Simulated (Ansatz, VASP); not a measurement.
## PbF2 in VASP and in Ansatz

File INCAR:

```
  ALGO = Normal
  EDIFF = 1E-6
  ENCUT = 520
  GGA = PE
  ISIF = 2
  ISMEAR = 0
  LASPH = T
  LCHARG = F
  LREAL = F
  LWAVE = F
  NBANDS = 21
  NELM = 80
  PREC = Accurate
  SIGMA = 0.05
```

Contents of KPOINTS:

```
k-points
0
Gamma
  8 8 8
```

Contents of POSCAR:

```
PbF2
1.0
    0.0371231250      2.9698500000      2.9698500000
    3.0069731250      0.0000000000      3.0069731250
    2.9698500000      2.9698500000      0.0371231250
Pb F
1 2
Direct
    0.0000000000      0.0000000000      0.0000000000
    0.2500000000      0.2500000000      0.2500000000
    0.7500000000      0.7500000000      0.7500000000
```

Input for Ansatz:

```yaml
crystal:
  lattice:
    - [0.037123125, 2.96985, 2.96985]
    - [3.006973125, 0.0, 3.006973125]
    - [2.96985, 2.96985, 0.037123125]
  atoms:
    - { symbol: Pb, position: [0.0, 0.0, 0.0] }
    - { symbol: F, position: [0.25, 0.25, 0.25] }
    - { symbol: F, position: [0.75, 0.75, 0.75] }
basis:
  ecutwfc: 420
kpoints:
  mp_grid: { grid: [8, 8, 8] }
hamiltonian:
  xc: pbe
scf:
  occupations: { method: gaussian, width: 0.05 }
output:
  forces: true
  stress: true
  eigenvalues: true
```

Change from the starting cell: strain +0.0250 x Voigt [0, 0, 0, 0, 1, 0], atoms carried along.

Alike in both runs: task single point; functional PBE; k mesh 8 × 8 × 8; occupations gaussian, width 0.05 eV; no spin polarisation.

|  | VASP | Ansatz |
| --- | --- | --- |
| version | VASP 6.6.1 | Ansatz 0.2.0 |
| potentials or method | VASP PAW PBE potentials, release 64 (Pb_d, F) | scalar-relativistic, plane waves, PAW |
| plane-wave cutoff (eV) | 520 | 420 |
| valence electrons in the cell | 28 | 28 |

```csv
,VASP,Ansatz,Ansatz less VASP
gap on the k mesh at the Fermi level (eV),4.41,4.42,+0.003
least direct gap on the mesh (eV),4.56,4.56,+0.002
pressure (GPa),2.1,2.3,+0.20
largest component of the traceless stress (GPa),0.82,0.81,-0.011
rms of the force components (eV/Å),0.034,0.033,-0.0006
```

Atom by atom the forces differ by 0.001 eV/Å (rms over components). The functional is the same, so the differences come from potentials, cutoffs and numerics.

Caveats: spin-orbit coupling is left out, which as a rule narrows the gap of such compounds by several tenths of an eV. A k mesh can miss the band edges.
